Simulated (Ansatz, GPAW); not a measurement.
# BN in line between two Al chains: relaxation, then transmission at several levels, part 3 of 4

How well does BN in line between two Al chains conduct once its atoms have relaxed, and how much do cheaper levels lose?

GPAW 26.7.0 and Ansatz 0.2.0; Ansatz plane waves; relaxation of the junction with the lead ends held; PAW set soft_1 (the session's first sound run).

So far, transmission at the Fermi level (one spin): step 3 (plane-wave reference (PBE)) 0.132. Also open channels of the lead at the Fermi level (one spin): step 3 2.

### 4. GPAW, dzp

The script solves lead and junction separately, takes H and S in the orbital basis, and joins semi-infinite leads through their self-energies; the dzp basis is the working standard.

This step: GPAW LCAO, PAW setups; Landauer transmission from Green's functions with principal layers (ASE), zero bias (GPAW 26.7.0).

run.py

```python
import json
import numpy as np
from ase import Atoms
from ase.transport.calculators import TransportCalculator
from gpaw import GPAW, FermiDirac
from gpaw.lcao.tools import get_lcao_hamiltonian
from scipy.linalg import eigh

# The junction with lead layers at both ends, along the third cell vector
device = Atoms(
    ['Al', 'Al', 'Al', 'Al', 'Al', 'Al', 'Al', 'B', 'N', 'Al', 'Al', 'Al', 'Al', 'Al', 'Al', 'Al'],
    positions=[
        [4.50000, 4.50000, 1.20000],
        [4.50000, 4.50000, 3.60000],
        [4.50000, 4.50000, 6.00000],
        [4.50000, 4.50000, 8.40000],
        [4.50000, 4.50000, 10.80000],
        [3.93605, 3.73457, 13.19447],
        [4.71650, 4.65793, 15.46374],
        [4.51625, 4.35169, 17.59031],
        [4.53579, 4.31931, 18.87889],
        [4.40689, 4.50725, 20.65439],
        [5.25576, 3.46479, 23.03725],
        [4.50000, 4.50000, 25.34760],
        [4.50000, 4.50000, 27.74760],
        [4.50000, 4.50000, 30.14760],
        [4.50000, 4.50000, 32.54760],
        [4.50000, 4.50000, 34.94760]],
    cell=[[9.0, 0.0, 0.0], [0.0, 9.0, 0.0], [0.0, 0.0, 36.1476]],
    pbc=True)

# One principal layer of the lead: the first 4 atoms of the device
lead = Atoms(
    ['Al', 'Al', 'Al', 'Al'],
    positions=[
        [4.50000, 4.50000, 1.20000],
        [4.50000, 4.50000, 3.60000],
        [4.50000, 4.50000, 6.00000],
        [4.50000, 4.50000, 8.40000]],
    cell=[[9.0, 0.0, 0.0], [0.0, 9.0, 0.0], [0.0, 0.0, 9.6]],
    pbc=True)

settings = dict(mode='lcao', basis='dzp', xc='PBE', h=0.18,
                occupations=FermiDirac(0.1), maxiter=250,
                mixer=dict(beta=0.1, nmaxold=8, weight=100.0),
                convergence=dict(density=0.0001))
energies = np.arange(-2, 2 + 1e-9, 0.025)
eta = 0.0001
n1, n2 = 1, 1
# k and -k transmit alike, so half of the mesh across the current serves
mesh = [(i, j) for i in range(n1) for j in range(n2) if (i, j) <= (-i % n1, -j % n2)]
weights = np.array([1 if (i, j) == (-i % n1, -j % n2) else 2 for i, j in mesh]) / (n1 * n2)

# [... helper functions left out ...]
fermi_lead = ground_state(lead, (1, 1, 12), 'lead.txt')
fermi_device = ground_state(device, (1, 1, 2), 'device.txt')
# [... loop over the mesh left out, but for ...]
        # Shift the lead onto the potential of the device's first layer
        shift = ((H[:, 0, 0] - H0[:, 0, 0]) / S0[0, 0]).real.mean()
# [...]
kT = 8.617333e-5 * 300
bias = [0.1, 0.2, 0.5, 1.0, 1.5, 2.0]
# [... integrals and printing left out ...]
```

On the command line:

```console
OMP_NUM_THREADS=1 OPENBLAS_NUM_THREADS=1 python run.py
```

Numbers of over 12 decimals in the logs are rounded to 6 here.

Log:

```text
basis functions: device 208, principal layer 52
Fermi level: lead -3.1259 eV, device -3.0320 eV; lead shifted by 0.0120 eV
largest coupling past the next layer 1.20e-15 eV, largest misfit of the first layer 0.034 eV
  E-E_F (eV)   T (one spin)  channels
    -2.000    2.3004e-01    1.0000
    -1.975    2.3527e-01    1.0000
    -1.950    2.3966e-01    1.0000
    -1.925    2.4309e-01    1.0000
    -1.900    2.4545e-01    1.0000
    -1.875    2.4664e-01    1.0000
    -1.850    2.4659e-01    1.0000
    -1.825    2.4524e-01    1.0000
    -1.800    2.4255e-01    1.0000
    -1.775    2.3851e-01    1.0000
    -1.750    2.3311e-01    1.0000
    -1.725    2.2636e-01    1.0000
    -1.700    2.1825e-01    1.0000
    -1.675    2.0882e-01    1.0000
    -1.650    1.9811e-01    1.0000
    -1.625    1.8614e-01    1.0000
[...]
1.825    1.3691e+00    3.0000
     1.850    1.3627e+00    3.0000
     1.875    1.3552e+00    3.0000
     1.900    1.3466e+00    3.0000
     1.925    1.3371e+00    3.0000
     1.950    1.3271e+00    3.0000
     1.975    1.3166e+00    3.0000
     2.000    1.3060e+00    3.0000
conductance at 300 K: 0.14908 G0 a cell; thermopower -30.3 uV/K
current from the zero-bias T(E) at 0.1 V: 1.1596 uA
current from the zero-bias T(E) at 0.2 V: 2.346 uA
current from the zero-bias T(E) at 0.5 V: 6.2857 uA
current from the zero-bias T(E) at 1.0 V: 14.748 uA
current from the zero-bias T(E) at 1.5 V: 27.314 uA
current from the zero-bias T(E) at 2.0 V: 46.04 uA
```

It took 3.5 min on 1 thread of Intel Xeon Platinum 8488C (Sapphire Rapids), shared host; peak memory 1.7 GiB.

This step gave:

```yaml
conductance: 0.1491 G₀
thermopower: -30.30 μV/K
largest_coupling_past_the_next_principal_layer: 1.20e-15 eV
largest_misfit_of_the_first_principal_layer: 0.03396 eV
shift_that_aligns_the_lead: 0.01195 eV
basis_functions_of_the_junction: 208
basis_functions_of_a_principal_layer: 52
transmission_at_the_fermi_level_one_spin: 0.1476
```

One spin. Transmission, zone mean against energy, zero at the Fermi level:

energy (eV), transmission, zone mean and a bar:
```
   -2.000       0.23 #####
   -1.900       0.25 #####
   -1.800       0.24 #####
   -1.700       0.22 #####
   -1.600       0.17 ####
   -1.500       0.11 ##
   -1.400       0.05 #
   -1.300       0.00 
   -1.200       0.00 
   -1.100       0.00 
   -1.000       0.00 
   -0.900       0.00 
   -0.800       0.00 
   -0.700       0.00 
   -0.600       0.00 
   -0.500       0.00 
   -0.400       0.00 
   -0.300       0.02 
   -0.200       0.05 #
   -0.100       0.09 ##
    0.000       0.15 ###
    0.100       0.22 #####
    0.200       0.30 ######
    0.300       0.37 ########
    0.400       0.44 ##########
    0.500       0.52 ###########
    0.600       0.61 #############
    0.700       0.73 ################
    0.800       0.86 ###################
    0.900       1.02 ######################
    1.000       1.09 ########################
    1.100       1.12 ########################
    1.200       1.15 #########################
    1.300       1.21 ##########################
    1.400       1.26 ###########################
    1.500       1.32 #############################
    1.600       1.36 ##############################
    1.700       1.38 ##############################
    1.725       1.38 ##############################
    1.800       1.37 ##############################
    1.900       1.35 #############################
    2.000       1.31 ############################
```

Crossings of the lead's bands, unfolded to its shortest repeat. Table of open channels, zone mean by energy, zero at the Fermi level:

| energy (eV) | open channels, zone mean |
| --- | --- |
| -2.000 | 1 |
| -1.900 | 1 |
| -1.800 | 1 |
| -1.700 | 1 |
| -1.600 | 1 |
| -1.500 | 1 |
| -1.400 | 1 |
| -1.300 | 1 |
| -1.200 | 0 |
| -1.100 | 0 |
| -1.000 | 0 |
| -0.900 | 0 |
| -0.800 | 0 |
| -0.700 | 0 |
| -0.600 | 0 |
| -0.500 | 0 |
| -0.400 | 0 |
| -0.300 | 2 |
| -0.200 | 2 |
| -0.100 | 2 |
| 0.000 | 2 |
| 0.100 | 2 |
| 0.200 | 2 |
| 0.300 | 2 |
| 0.400 | 2 |
| 0.500 | 2 |
| 0.600 | 2 |
| 0.700 | 2 |
| 0.800 | 2 |
| 0.900 | 2 |
| 1.000 | 3 |
| 1.100 | 3 |
| 1.200 | 3 |
| 1.300 | 3 |
| 1.400 | 3 |
| 1.500 | 3 |
| 1.600 | 3 |
| 1.700 | 3 |
| 1.800 | 3 |
| 1.900 | 3 |
| 2.000 | 3 |

Not self-consistent under bias; the bias window is split evenly. The current through one cell, from the zero-bias transmission by bias:

| bias (V) | current through one cell, from the zero-bias transmission (μA) |
| --- | --- |
| 0.100 | 1.16 |
| 0.200 | 2.35 |
| 0.500 | 6.29 |
| 1.000 | 14.7 |
| 1.500 | 27.3 |
| 2.000 | 46.0 |

Transmission of the three most open eigenchannels against energy, zero at the Fermi level:

| energy (eV) | channel 1 | channel 2 | channel 3 |
| --- | --- | --- | --- |
| -2.000 | 0.230 | 0 | 0 |
| -1.900 | 0.245 | 0 | 0 |
| -1.800 | 0.243 | 0 | 0 |
| -1.700 | 0.218 | 0 | 0 |
| -1.600 | 0.173 | 0 | 0 |
| -1.500 | 0.112 | 0 | 0 |
| -1.400 | 0.0488 | 0 | 0 |
| -1.300 | 0.00429 | 0 | 0 |
| -1.200 | 3.2e-10 | 0 | 0 |
| -1.100 | 4.1e-11 | 0 | 0 |
| -1.000 | 1.3e-11 | 0 | 0 |
| -0.900 | 7.7e-12 | 0 | 0 |
| -0.800 | 7.5e-12 | 0 | 0 |
| -0.700 | 1.6e-11 | 0 | 0 |
| -0.600 | 3.2e-10 | 0 | 0 |
| -0.500 | 6.2e-10 | 0 | 0 |
| -0.400 | 6.3e-9 | 2.0e-10 | 0 |
| -0.300 | 0.0187 | 0.00395 | 0 |
| -0.200 | 0.0360 | 0.0144 | 0 |
| -0.100 | 0.0612 | 0.0317 | 0 |
| 0.000 | 0.0963 | 0.0512 | 0 |
| 0.100 | 0.144 | 0.0728 | 0 |
| 0.200 | 0.196 | 0.101 | 0 |
| 0.300 | 0.230 | 0.142 | 0 |
| 0.400 | 0.243 | 0.198 | 0 |
| 0.500 | 0.293 | 0.226 | 0 |
| 0.600 | 0.381 | 0.234 | 0 |
| 0.700 | 0.477 | 0.252 | 2.2e-12 |
| 0.800 | 0.577 | 0.287 | 9.1e-12 |
| 0.900 | 0.674 | 0.345 | 1.7e-10 |
| 1.000 | 0.652 | 0.439 | 7.7e-4 |
| 1.100 | 0.606 | 0.509 | 0.00212 |
| 1.200 | 0.605 | 0.545 | 0.00398 |
| 1.300 | 0.676 | 0.522 | 0.00670 |
| 1.400 | 0.751 | 0.500 | 0.0107 |
| 1.500 | 0.817 | 0.483 | 0.0167 |
| 1.600 | 0.861 | 0.472 | 0.0254 |
| 1.700 | 0.876 | 0.465 | 0.0372 |
| 1.800 | 0.857 | 0.465 | 0.0516 |
| 1.900 | 0.809 | 0.471 | 0.0663 |
| 2.000 | 0.744 | 0.485 | 0.0770 |

At the Fermi level T is 0.148 against 0.132 in plane waves. Couplings past the next layer reach 1.2e-15 eV, small enough to drop; the matrix elements of the cell's first layer differ from the bulk lead's by up to 0.034 eV. That layer keeps its own values in the calculation, and only beyond it is the lead taken as perfect. The Fermi levels of lead and junction count from different zeros of potential, one for each periodic cell; with both set to zero, the small remaining shift is what aligns them. By hand: G = 0.1491 × 77.48 μS = 11.6 μS, a resistance of 86.6 kΩ; at 0.1 V a linear junction would pass 1.16 μA, and the integral over the bias window gives 1.16 μA. Mott's formula, S = -(π²/3)(k_B²T/e) d ln T/dE, has the prefactor 7.33 μV/K·eV at 300 K; T = 0.1327 at -0.025 eV and 0.1633 at 0.025 eV give a slope of 4.15 per eV and S = -30.4 μV/K, beside -30.3 μV/K from the thermal integral, which interpolates the same grid.

### 5. Single-zeta polarised basis

The second zeta is dropped, the polarisation orbitals stay.

Changes to run.py since step 4:

```diff
@@ -42,3 +42,3 @@
 
-settings = dict(mode='lcao', basis='dzp', xc='PBE', h=0.18,
+settings = dict(mode='lcao', basis='szp(dzp)', xc='PBE', h=0.18,
                 occupations=FermiDirac(0.1), maxiter=250,
```

Log:

```text
basis functions: device 144, principal layer 36
Fermi level: lead -3.5822 eV, device -3.4217 eV; lead shifted by 0.0190 eV
largest coupling past the next layer 1.20e-15 eV, largest misfit of the first layer 0.040 eV
  E-E_F (eV)   T (one spin)  channels
    -2.000    2.2201e-01    1.0000
    -1.975    2.2348e-01    1.0000
    -1.950    2.2383e-01    1.0000
[...]
1.975    1.4294e+00    3.0000
     2.000    1.4235e+00    3.0000
conductance at 300 K: 0.13383 G0 a cell; thermopower -31.76 uV/K
current from the zero-bias T(E) at 0.1 V: 1.0407 uA
current from the zero-bias T(E) at 0.2 V: 2.1045 uA
current from the zero-bias T(E) at 0.5 V: 5.6564 uA
current from the zero-bias T(E) at 1.0 V: 13.554 uA
current from the zero-bias T(E) at 1.5 V: 26.27 uA
current from the zero-bias T(E) at 2.0 V: 45.428 uA
```

The job ended after 3 min (1 thread; peak memory 1.7 GiB).

Numbers from this step:

```yaml
conductance: 0.1338 G₀
thermopower: -31.76 μV/K
largest_misfit_of_the_first_principal_layer: 0.03985 eV
shift_that_aligns_the_lead: 0.01904 eV
basis_functions_of_the_junction: 144
basis_functions_of_a_principal_layer: 36
transmission_at_the_fermi_level_one_spin: 0.1326
```

The conductance, 0.134 G₀, lies 10 % below that of the dzp run.

### 6. GPAW, sz: basis = "sz(dzp)"

One function for each valence shell of the setup, as for a first survey of a large system.

Changes to run.py since step 5:

```diff
@@ -42,3 +42,3 @@
 
-settings = dict(mode='lcao', basis='szp(dzp)', xc='PBE', h=0.18,
+settings = dict(mode='lcao', basis='sz(dzp)', xc='PBE', h=0.18,
                 occupations=FermiDirac(0.1), maxiter=250,
```

Log:

```text
basis functions: device 64, principal layer 16
Fermi level: lead -3.8293 eV, device -3.6035 eV; lead shifted by 0.0260 eV
largest coupling past the next layer 1.07e-15 eV, largest misfit of the first layer 0.050 eV
  E-E_F (eV)   T (one spin)  channels
    -2.000    2.9833e-01    1.0000
    -1.975    2.9899e-01    1.0000
    -1.950    2.9697e-01    1.0000
[...]
1.975    1.5207e+00    3.0000
     2.000    1.5179e+00    3.0000
conductance at 300 K: 0.15882 G0 a cell; thermopower -28.52 uV/K
current from the zero-bias T(E) at 0.1 V: 1.2341 uA
current from the zero-bias T(E) at 0.2 V: 2.4897 uA
current from the zero-bias T(E) at 0.5 V: 6.6141 uA
current from the zero-bias T(E) at 1.0 V: 15.704 uA
current from the zero-bias T(E) at 1.5 V: 31.019 uA
current from the zero-bias T(E) at 2.0 V: 52.359 uA
```

Elapsed: 2.2 min, on 1 thread; peak memory 1.5 GiB.

Numbers from this step:

```yaml
conductance: 0.1588 G₀
thermopower: -28.52 μV/K
largest_coupling_past_the_next_principal_layer: 1.07e-15 eV
largest_misfit_of_the_first_principal_layer: 0.04977 eV
shift_that_aligns_the_lead: 0.02596 eV
basis_functions_of_the_junction: 64
basis_functions_of_a_principal_layer: 16
transmission_at_the_fermi_level_one_spin: 0.1577
```

One spin. The transmission, zone mean by energy, zero at the Fermi level:

energy (eV), transmission, zone mean and a bar:
```
   -2.000       0.30 ######
   -1.900       0.28 ######
   -1.800       0.20 ####
   -1.700       0.00 
   -1.600       0.00 
   -1.500       0.00 
   -1.400       0.00 
   -1.300       0.00 
   -1.200       0.00 
   -1.100       0.00 
   -1.000       0.00 
   -0.900       0.00 
   -0.800       0.00 
   -0.700       0.00 
   -0.600       0.00 
   -0.500       0.00 
   -0.400       0.00 
   -0.300       0.03 #
   -0.200       0.05 #
   -0.100       0.10 ##
    0.000       0.16 ###
    0.100       0.23 ####
    0.200       0.31 ######
    0.300       0.39 ########
    0.400       0.47 #########
    0.500       0.57 ###########
    0.600       0.71 ##############
    0.700       0.96 ###################
    0.800       1.06 #####################
    0.900       1.12 ######################
    1.000       1.17 #######################
    1.100       1.21 ########################
    1.200       1.26 #########################
    1.300       1.30 ##########################
    1.400       1.36 ###########################
    1.500       1.41 ############################
    1.600       1.45 #############################
    1.700       1.49 #############################
    1.800       1.52 ##############################
    1.900       1.52 ##############################
    2.000       1.52 ##############################
```

The conductance, 0.159 G₀, lies 6.5 % above that of the dzp run.

### 7. revPBE in the dzp basis: xc = "revPBE"

Back in the dzp basis, the functional changes from PBE to revPBE, to set the spread between functionals beside that between bases.

Changes to run.py since step 6:

```diff
@@ -42,3 +42,3 @@
 
-settings = dict(mode='lcao', basis='sz(dzp)', xc='PBE', h=0.18,
+settings = dict(mode='lcao', basis='dzp', xc='revPBE', h=0.18,
                 occupations=FermiDirac(0.1), maxiter=250,
```

Log:

```text
basis functions: device 208, principal layer 52
Fermi level: lead -3.0756 eV, device -2.9793 eV; lead shifted by 0.0109 eV
largest coupling past the next layer 1.83e-15 eV, largest misfit of the first layer 0.033 eV
  E-E_F (eV)   T (one spin)  channels
    -2.000    2.3022e-01    1.0000
    -1.975    2.3532e-01    1.0000
    -1.950    2.3957e-01    1.0000
[...]
1.975    1.2846e+00    3.0000
     2.000    1.2734e+00    3.0000
conductance at 300 K: 0.14192 G0 a cell; thermopower -30.37 uV/K
current from the zero-bias T(E) at 0.1 V: 1.1044 uA
current from the zero-bias T(E) at 0.2 V: 2.2373 uA
current from the zero-bias T(E) at 0.5 V: 6.0401 uA
current from the zero-bias T(E) at 1.0 V: 14.34 uA
current from the zero-bias T(E) at 1.5 V: 26.621 uA
current from the zero-bias T(E) at 2.0 V: 44.706 uA
```

Wall time 3.6 min (1 thread); peak memory 1.7 GiB.

This step gave:

* conductance: 0.1419 G₀
* thermopower: -30.37 μV/K
* largest coupling past the next principal layer: 1.83e-15 eV
* largest misfit of the first principal layer: 0.03341 eV
* shift that aligns the lead: 0.01091 eV
* basis functions of the junction: 208
* basis functions of a principal layer: 52
* transmission at the Fermi level (one spin): 0.1403

The conductance, 0.142 G₀, lies 4.8 % below that of the dzp run.

### 8. Without the relaxation: geometry = "as built"

The dzp basis with PBE on the structure as first built shows what the relaxation was worth.

Changes to run.py since step 7:

```diff
@@ -17,8 +17,8 @@
         [4.50000, 4.50000, 10.80000],
-        [3.93605, 3.73457, 13.19447],
-        [4.71650, 4.65793, 15.46374],
-        [4.51625, 4.35169, 17.59031],
-        [4.53579, 4.31931, 18.87889],
-        [4.40689, 4.50725, 20.65439],
-        [5.25576, 3.46479, 23.03725],
+        [4.50000, 4.50000, 13.20000],
+        [4.50000, 4.50000, 15.60000],
+        [4.50000, 4.50000, 17.53630],
+        [4.50000, 4.50000, 18.81630],
+        [4.50000, 4.50000, 20.54760],
+        [4.50000, 4.50000, 22.94760],
         [4.50000, 4.50000, 25.34760],
@@ -42,3 +42,3 @@
 
-settings = dict(mode='lcao', basis='dzp', xc='revPBE', h=0.18,
+settings = dict(mode='lcao', basis='dzp', xc='PBE', h=0.18,
                 occupations=FermiDirac(0.1), maxiter=250,
```

Log:

```text
basis functions: device 208, principal layer 52
Fermi level: lead -3.1259 eV, device -3.0883 eV; lead shifted by -0.0055 eV
largest coupling past the next layer 1.29e-15 eV, largest misfit of the first layer 0.017 eV
  E-E_F (eV)   T (one spin)  channels
    -2.000    2.2045e-02    1.0000
    -1.975    2.1361e-02    1.0000
    -1.950    2.0673e-02    1.0000
[...]
1.975    1.3769e+00    3.0000
     2.000    1.3792e+00    3.0000
conductance at 300 K: 1.3406 G0 a cell; thermopower -0.6788 uV/K
current from the zero-bias T(E) at 0.1 V: 10.353 uA
current from the zero-bias T(E) at 0.2 V: 20.505 uA
current from the zero-bias T(E) at 0.5 V: 48.291 uA
current from the zero-bias T(E) at 1.0 V: 78.339 uA
current from the zero-bias T(E) at 1.5 V: 98.952 uA
current from the zero-bias T(E) at 2.0 V: 121.04 uA
```

Run time: 3.2 min. Hardware: 1 thread; peak memory 1.7 GiB.

This step gave:

```yaml
conductance: 1.341 G₀
largest_coupling_past_the_next_principal_layer: 1.29e-15 eV
largest_misfit_of_the_first_principal_layer: 0.01704 eV
shift_that_aligns_the_lead: -0.005488 eV
transmission_at_the_fermi_level_one_spin: 1.353
```

The conductance, 1.34 G₀, lies a factor of 9.0 above that of the dzp run.

### 9. Cost and result by level

Times are wall times on the hardware named with each run. The runs compared:

| no. | run | conductance (G₀) | time | memory (GiB) |
| --- | --- | --- | --- | --- |
| 1 | pw PBE | 0.1332 | 48 s | 2.4 |
| 2 | dzp | 0.1491 | 3.5 min | 1.7 |
| 3 | szp | 0.1338 | 3 min | 1.7 |
| 4 | sz | 0.1588 | 2.2 min | 1.5 |
| 5 | dzp revPBE | 0.1419 | 3.6 min | 1.7 |
| 6 | asbuilt | 1.341 | 3.2 min | 1.7 |

### 10. The levels side by side

The curves are compared point by point over the common energies.

This step: comparison of transmission and cost over codes, levels and geometry; PAW set soft_1 (GPAW 26.7.0).

Ladder, by row:

| step | code | T at the Fermi level (sum over the listed spins) | conductance (G0) | r.m.s. T(E) from the first | wall time (s) | peak memory (GiB) | threads |
| --- | --- | --- | --- | --- | --- | --- | --- |
| pw-pbe | Ansatz | 0.1317 | 0.1332 | 0 | 47.53 | 2.368 | 4 |
| dzp | GPAW | 0.1476 | 0.1491 | 0.09187 | 211.6 | 1.73 | 1 |
| szp | GPAW | 0.1326 | 0.1338 | 0.1186 | 181.3 | 1.71 | 1 |
| sz | GPAW | 0.1577 | 0.1588 | 0.1729 | 132.4 | 1.54 | 1 |
| dzp-revPBE | GPAW | 0.1403 | 0.1419 | 0.08011 | 213.3 | 1.74 | 1 |
| asbuilt | GPAW | 1.353 | 1.341 | 0.4931 | 194.6 | 1.74 | 1 |

(Part 3 of 4 ends here.)

[Logs are printed without paths, hosts, clocks, repeated set-up lines and the standing remarks that a program may print on its own settings, such as how far it seeks lower states.]

[Hosts, paths, dates, database ids (printed as entryN), source tags and the programs' standing remarks are cut or masked in the printed files.]
